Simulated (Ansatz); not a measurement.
# MnO2 (P4_2/mnm) in Ansatz: a series of runs

One crystal, MnO2, is run at these levels: PBEsol; tasks: single point.

Program: Ansatz 0.2.0. These are calculated values, not measurements. Logs are shortened: lines on timing, memory, paths and dates and some standing lists are left out, and cuts for length are marked.

### Step 1. The crystal as given

The structure is tetragonal, space group P4_2/mnm (No. 136). The conventional cell has a = 4.400 Å, b = 4.400 Å, c = 2.867 Å, α = 90.00°, β = 90.00°, γ = 90.00°. Around Mn (site symmetry mmm) lie 6 O at 1.88 to 1.90 Å. Around O (site symmetry m2m) lie 3 Mn at 1.88 to 1.90 Å.

The cell is a database's computed one.

### Step 2. Single point, PBEsol, collinear spin, ferromagnetic start, 8.70 Å³/atom (volume scaled by 0.94)

File input.yaml:

```yaml
crystal:
  lattice:
    - [4.3105887966, 0.0, 0.0]
    - [0.0, 4.3105887966, 0.0]
    - [0.0, 0.0, 2.8085497226]
  atoms:
    - { symbol: Mn, position: [0.5, 0.5, 0.5], spin: 4.0 }
    - { symbol: Mn, position: [0.0, 0.0, 0.0], spin: 4.0 }
    - { symbol: O, position: [0.80491615, 0.19508385, 0.5] }
    - { symbol: O, position: [0.69508385, 0.69508385, 0.0] }
    - { symbol: O, position: [0.19508385, 0.80491615, 0.5] }
    - { symbol: O, position: [0.30491615, 0.30491615, 0.0] }
kpoints:
  mp_grid: { grid: [6, 6, 9] }
scf:
  occupations: { method: fermi_dirac, width: 0.05 }
hamiltonian:
  xc: pbesol
  pseudopotentials: { kind: all_electron, lapw: { basis_error: 0.001 } }
magnetization:
  spin_polarized: true
output:
  forces: true
  stress: true
  eigenvalues: true
```

Potentials or basis: all-electron LAPW, scalar-relativistic.

Launch:

```bash
$ ansatz run input.yaml --threads 4 --pin off --max-ram 14336MiB --backend cpu --events-out ev --progress --plain --runs-dir out
```

Log:

```text
Warning: RAYON_NUM_THREADS=4 ignored (pool sized by the plan → 4); use --threads N
LAPW: plane waves up to 11.272 Å⁻¹, error target 1.0e-3 eV per atom; small_component_spin mean_spin; O in spheres of 0.833 Å, 8 of its electrons in bands, Dirac shells []; Mn in spheres of 1.007 Å, 21 of its electrons in bands, Dirac shells [] (how accurate: hamiltonian.pseudopotentials.lapw.basis_error, Limitations)
Engine: ansatz 0.2.0, aarch64-unknown-linux-gnu
Pseudopotentials: kind: all_electron
Pseudopotential: Mn, LAPW, valence charge 21, lapw/all_electron/scalar/gaussian/Mn, Koelling and Harmon's equation, gaussian nucleus
Pseudopotential: O, LAPW, valence charge 8, lapw/all_electron/scalar/gaussian/O, Koelling and Harmon's equation, gaussian nucleus
Functional definition: PBEsol
  exchange = pbesol_x
  correlation = pbesol_c
Crystal: 6 atoms, lattice volume = 52.186 Å³
Basis set: ecut = 484.11085704976756 eV, 1243 PW (Γ), exchange–correlation at level 2
Bands: 50, of which v1, the nominal top of the filled ones, is band 37 counted from 1 (36 counted from 0)
Symmetry: 16 space group operations
Space group: P42/mnm (ITA 136), of the structure as read, at distance tolerance 3.7e-5 Å
Magnetic group: BNS 136.495 (UNI 1155), of the structure as read, at distance tolerance 3.7e-5 Å
k-points: 50 of 324
Non-local potential: Mn, projectors of the file, none
Non-local potential: O, projectors of the file, none
Initial density: superposition of atomic densities (chi_scale 0.1, normalization cell, long waves kept (reshape's long-wave potential 0.00 eV rms))
Starting moments: Σ|m| = 8 μB on 2 of 6 sites
Initial wavefunctions: plane waves of lowest kinetic energy (no species holds an atomic orbital)
Functional: x = pbesol(κ = 0.804, μ = 0.12345679012345678), c = pbesol(β = 0.046)
iter 1 solved again at ethr=1.23e-2 eV; its pass at ethr=1.00e-1 eV (dr2=9.09e0 eV) is discarded
SCF iter   1: F=—  HF=-71165.454753 eV  |F-HF|=—  |Δ(HF+E_count)|=         —  Δρ=9.19e-2 (↑9.19e-2 ↓6.30e-2)  dr2=9.09e0  dr2_m=6.96e-1  M=6.000 μB ∫|m|=6.216 μB  β_m=0.30  ethr=1.23e-2  ⟨swp⟩=2.0  Hψ=33284  notcnv=0
Mixer restart at iter 1: flushing history
preconditioner: auto → Kerker (q_TF=auto, 2.892 Å⁻¹)  [metal: Δε(μ)=0.077 eV  Ē_g=15.448 eV  σ=0.050 eV  W_gap=0.33  n_scr=18 (ndim 8)  ℏωp=31.7 eV  f_vac=0.000  D(μ)=0.15/eV (n_scr^D=0)]
spin=Collinear: Kerker preconditioning applied to the charge; magnetization (m = ρ↑ − ρ↓) channel mixes plain (no charge-response kernel on spin).
SCF iter   2: F=—  HF=-71163.416696 eV  |F-HF|=—  |Δ(HF+E_count)|=    2.04e0  Δρ=4.54e-2 (↑4.54e-2 ↓3.25e-2)  dr2=1.42e0  dr2_m=3.91e-1  M=5.963 μB ∫|m|=6.160 μB  β_m=0.37  ethr=1.23e-2  ⟨swp⟩=2.0  Hψ=14400  notcnv=0
SCF iter   3: F=—  HF=-71163.245302 eV  |F-HF|=—  |Δ(HF+E_count)|=   1.71e-1  Δρ=2.87e-2 (↑2.87e-2 ↓1.94e-2)  dr2=5.47e-1  dr2_m=1.53e-1  M=5.921 μB ∫|m|=6.079 μB  β_m=0.58  ethr=1.91e-3  ⟨swp⟩=2.0  Hψ=15400  notcnv=0
iter 4 solved again at ethr=3.00e-5 eV; its pass at ethr=7.40e-4 eV (dr2=2.22e-2 eV) is discarded
SCF iter   4: F=—  HF=-71163.253641 eV  |F-HF|=—  |Δ(HF+E_count)|=         —  Δρ=4.15e-3 (↑4.15e-3 ↓3.45e-3)  dr2=2.22e-2  dr2_m=2.04e-3  M=5.871 μB ∫|m|=5.977 μB  β_m=0.59  ethr=3.00e-5  ⟨swp⟩=2.0  Hψ=25160  notcnv=0
the basis was enlarged: its passes take 1.5 MiB over the memory plan, 4 of 4 planned eigensolver slots
SCF iter   5: F=—  HF=-71163.258252 eV  |F-HF|=—  |Δ(HF+E_count)|=         —  Δρ=2.52e-3 (↑2.52e-3 ↓1.58e-3)  dr2=6.36e-3  dr2_m=7.65e-4  M=5.891 μB ∫|m|=5.984 μB  β_m=0.59  ethr=3.00e-5  ⟨swp⟩=2.1  Hψ=14193  notcnv=0
Mixer restart at iter 5: flushing history
SCF iter   6: F=—  HF=-71163.260914 eV  |F-HF|=—  |Δ(HF+E_count)|=   2.66e-3  Δρ=1.56e-3 (↑1.56e-3 ↓9.83e-4)  dr2=3.43e-3  dr2_m=1.55e-4  M=5.893 μB ∫|m|=5.984 μB  β_m=0.80  ethr=8.60e-6  ⟨swp⟩=2.0  Hψ=14301  notcnv=0
SCF iter   7: F=—  HF=-71163.262062 eV  |F-HF|=—  |Δ(HF+E_count)|=   1.15e-3  Δρ=6.29e-4 (↑5.12e-4 ↓6.29e-4)  dr2=1.01e-3  dr2_m=6.95e-6  M=5.891 μB ∫|m|=5.980 μB  β_m=0.70  ethr=4.64e-6  ⟨swp⟩=2.0  Hψ=14378  notcnv=0
SCF iter   8: F=—  HF=-71163.262030 eV  |F-HF|=—  |Δ(HF+E_count)|=   3.24e-5  Δρ=3.46e-4 (↑2.72e-4 ↓3.46e-4)  dr2=2.51e-4  dr2_m=2.47e-6  M=5.894 μB ∫|m|=5.982 μB  β_m=0.79  ethr=1.37e-6  ⟨swp⟩=2.3  Hψ=14239  notcnv=0
SCF iter   9: F=—  HF=-71163.262118 eV  |F-HF|=—  |Δ(HF+E_count)|=   8.81e-5  Δρ=1.34e-4 (↑1.10e-4 ↓1.34e-4)  dr2=4.16e-5  dr2_m=6.45e-7  M=5.894 μB ∫|m|=5.983 μB  β_m=0.86  ethr=3.39e-7  ⟨swp⟩=2.1  Hψ=14183  notcnv=0
SCF iter  10: F=—  HF=-71163.262127 eV  |F-HF|=—  |Δ(HF+E_count)|=   8.82e-6  Δρ=4.20e-5 (↑3.95e-5 ↓4.20e-5)  dr2=3.82e-6  dr2_m=1.01e-7  M=5.894 μB ∫|m|=5.983 μB  β_m=0.86  ethr=5.63e-8  ⟨swp⟩=3.0  Hψ=14494  notcnv=0
SCF iter  11: F=—  HF=-71163.262127 eV  |F-HF|=—  |Δ(HF+E_count)|=   4.10e-7  Δρ=1.13e-5 (↑1.13e-5 ↓1.06e-5)  dr2=2.87e-7  dr2_m=6.51e-10  M=5.894 μB ∫|m|=5.983 μB  β_m=0.93  ethr=5.16e-9  ⟨swp⟩=3.0  Hψ=14516  notcnv=0
SCF iter  12: F=—  HF=-71163.262127 eV  |F-HF|=—  |Δ(HF+E_count)|=   1.20e-7  Δρ=3.46e-6 (↑2.88e-6 ↓3.46e-6)  dr2=2.02e-8  dr2_m=2.85e-10  M=5.894 μB ∫|m|=5.983 μB  β_m=0.97  ethr=3.88e-10  ⟨swp⟩=2.5  Hψ=14216  notcnv=0
SCF iter  13: F=-71163.262127 eV  HF=-71163.262127 eV  |F-HF|=1.16e-9  |Δ(HF+E_count)|=   1.10e-8  Δρ=6.41e-7 (↑4.59e-7 ↓6.41e-7)  dr2=6.22e-10  dr2_m=1.00e-11  M=5.894 μB ∫|m|=5.983 μB  ethr=2.73e-11  ⟨swp⟩=3.0  Hψ=14478  notcnv=0
SCF 1 converged in 13 iterations: F = -71163.262127 eV  dr2 = 6.22e-10
WARN: an SCF from antiferromagnetic starting moments (-4.00, 4.00, 0.00, 0.00, 0.00, 0.00 Bohr magnetons, atom by atom) was not made, by what the run has read of turns of its moments that order reads lower: the deck asks for what bars it, or types moments that do (magnetization.spin_polarized, in the input reference, names some of the keys), or the run goes by scf.lower_state_search: light, the default, which as a rule tries one only behind a close that has lost an order of both signs, or on which an open d or half-filled 4f shell of a PAW file has lost a moment that was set nearer to Hund's than to what is left; or, under a Hubbard U, one that names an f shell that the input leaves bare beside given moments, or a larger moment for a shell of low spin that is given one. standard, with a start from the atoms, tries one behind each close (in a relaxation, ahead of its steps or at their end). To set out from that order, type those moments (crystal.atoms[].spin; where shells were raised to Hund's moment, beside crystal.symmetry.detect: false) under scf.lower_state_search: light. The bands of the close that named these starting moments, or of the one ahead of a search that led to it (under cold or Methfessel-Paxton smearing those of the Gaussian ahead of it) read a cost of -771.81 meV for the turn to them, carried on from a small turn (-771.81 by the pairs of d shells alone)
SCF converged after 13 iterations
Magnetization: 5.8945 μB (39.9472 up, 34.0528 down)
Absolute magnetization: 5.9831 μB (∫|ρ↑−ρ↓|)
Spin contamination: 0.0433 ħ² per cell (⟨S²⟩ above its minimum at these occupations)
Per-site moments (μB) at R_I (Å): [(2.4958633007364224, 1.007006286393894), (2.4958633007364224, 1.007006286393894), (0.11962422695034958, 0.833184390858202), (0.11962422695034958, 0.833184390858202), (0.11962422695034958, 0.833184390858202), (0.11962422695034958, 0.833184390858202)]
Free energy (F): -71163.262127 eV
Harris-Foulkes:  -71163.262127 eV  (|F-HF|=1.16e-9)
Internal energy: -71163.250801 eV  (E = F + TS)
E sigma→0 (E₀):  -71163.256464 eV
Entropy (-TS):   -0.011326 eV (-1.888 meV/atom)
Fermi energy:    12.319173 eV
--- Per-component energies (eV) ---
  E_band       = -11803.194922
  E_kinetic    = 71952.725503
  E_xc         = -3689.057030
  E_electrostatic = -139426.919275  (all electrons and nuclei)
  E_smearing   = -0.011326  (= −TS)
  E_closure    = 0.000000  (closes the sum)
  E_atoms      = -71112.000349  (free atoms, spherical and without spin; not in F)
  Σ components = -71163.262127   (vs F -71163.262127, Δ=0.00e0)
  Basis errors (estimates in eV, not in F): energy 4.8e-4 per atom: plane waves 4.4e-4 (2.6e-4 summed), levels above the bands 1.3e-140, relativity 3.9e-8, radial functions 3.9e-5, core shells 8.2e-7; eigenvalues (radial functions only) 2.8e-6; not estimated: angular momenta, meshes, grids; target (lapw.basis_error) 1.0e-3; muffin-tin radii O 0.833 Å, Mn 1.007 Å
--- Forces (eV/Å), atoms counted from 1 ---
  atom   1  Mn    -0.00000000     0.00000000     0.00000000
  atom   2  Mn    -0.00000000    -0.00000000     0.00000000
  atom   3  O     -0.16999178     0.16999178     0.00000000
  atom   4  O      0.16999178     0.16999178     0.00000000
  atom   5  O      0.16999178    -0.16999178     0.00000000
  atom   6  O     -0.16999178    -0.16999178     0.00000000
  max |Σ_I F_I| component: 5.55e-17 eV/Å
--- Stress (GPa, compression-positive) ---
       14.207991       0.000000       0.000000
        0.000000      14.207991       0.000000
        0.000000       0.000000      14.779863
  P = ⅓ Tr σ = 14.3986 GPa (143.986 kbar)
--- Band table (eV; the first three rows and the last of 100) ---
  k-point 0 ↑: bands = ["-612.6332", "-612.6332", "-612.5901", "-612.5901", "-612.5573", "-612.5573", "-491.9111", "-491.9111", "-491.9111", "-491.9111", "-69.4340", "-69.4299", "-38.3266", "-38.3156", "-38.2479", "-38.2479", "-38.1922", "-38.1922", "-8.4376", "-6.3783", "-5.8544", "-5.8544", "3.4943", "4.1691", "4.7637", "5.8212", "5.8212", "7.6671", "7.6671", "8.3086", "9.3829", "9.5322", "9.6835", "9.6835", "9.8462", "10.2842", "10.7584", "10.7584", "11.3925", "12.2844", "12.3116", "15.2649", "15.2649", "16.0904", "20.1337", "23.2388", "23.2388", "25.8625", "27.0745", "27.6040"]
  k-point 1 ↑: bands = ["-612.6332", "-612.6332", "-612.5901", "-612.5901", "-612.5573", "-612.5573", "-491.9111", "-491.9111", "-491.9111", "-491.9111", "-69.4324", "-69.4286", "-38.3438", "-38.3335", "-38.2446", "-38.2446", "-38.1914", "-38.1914", "-8.2988", "-6.3282", "-5.8853", "-5.8853", "3.6769", "4.3008", "4.9179", "5.6997", "5.6997", "7.7400", "7.9160", "7.9160", "8.8584", "9.2897", "9.2897", "9.5649", "9.9560", "10.4542", "11.0977", "11.0977", "11.2018", "12.2182", "12.5657", "14.9934", "14.9934", "15.8855", "20.5373", "23.7792", "23.7792", "26.0665", "27.0623", "27.7577"]
  k-point 2 ↑: bands = ["-612.6332", "-612.6332", "-612.5901", "-612.5901", "-612.5573", "-612.5573", "-491.9111", "-491.9111", "-491.9111", "-491.9111", "-69.4284", "-69.4252", "-38.3870", "-38.3788", "-38.2360", "-38.2360", "-38.1897", "-38.1897", "-7.9121", "-6.2261", "-5.9642", "-5.9642", "4.1775", "4.6450", "5.3710", "5.5672", "5.5672", "6.7161", "7.8423", "8.2804", "8.2804", "8.6896", "8.6896", "9.5458", "10.0086", "10.6043", "10.7832", "11.5870", "11.5870", "12.0242", "13.0340", "14.5215", "14.5215", "15.2982", "21.5733", "25.0317", "25.0317", "26.3729", "27.0516", "28.1568"]
  k-point 49 ↓: bands = ["-611.6494", "-611.6494", "-611.6037", "-611.6037", "-611.5627", "-611.5627", "-491.8121", "-491.8121", "-491.8121", "-491.8121", "-66.4840", "-66.4840", "-35.6309", "-35.6309", "-35.3656", "-35.3656", "-35.3120", "-35.3120", "-6.0973", "-6.0973", "-5.9950", "-5.9950", "5.1900", "5.1900", "5.4646", "5.4646", "6.9183", "6.9183", "7.8586", "7.8586", "9.9722", "9.9722", "10.5017", "10.5017", "13.2893", "13.2893", "13.3035", "13.3035", "13.7171", "13.7171", "15.7189", "15.7189", "15.8792", "15.8792", "23.9699", "23.9699", "26.3996", "26.3996", "27.7311", "27.7311"]
```

Run time: 68 s. Hardware: 4 threads of Arm Neoverse V1, shared host; peak memory 1.1 GiB.

Results:

```
Free energy            : -71163.2621 eV
Pressure               : 14.4 GPa
Largest force          : 0.240 eV/Å
Band gap on the k mesh : none (metal or under the smearing width)
Net moment             : 5.89 μB per cell
Absolute moment        : 5.98 μB per cell
Site moments           : Mn +2.50; O +0.12 μB
```

Caveat: the magnetic or orbital state may not be the lowest; semilocal functionals often make such compounds metallic where correlation or magnetic order opens a gap, which also shifts bond lengths; only a ferromagnetic start was run, and an antiferromagnetic order may lie lower in energy.

[end of part 1 of 2]
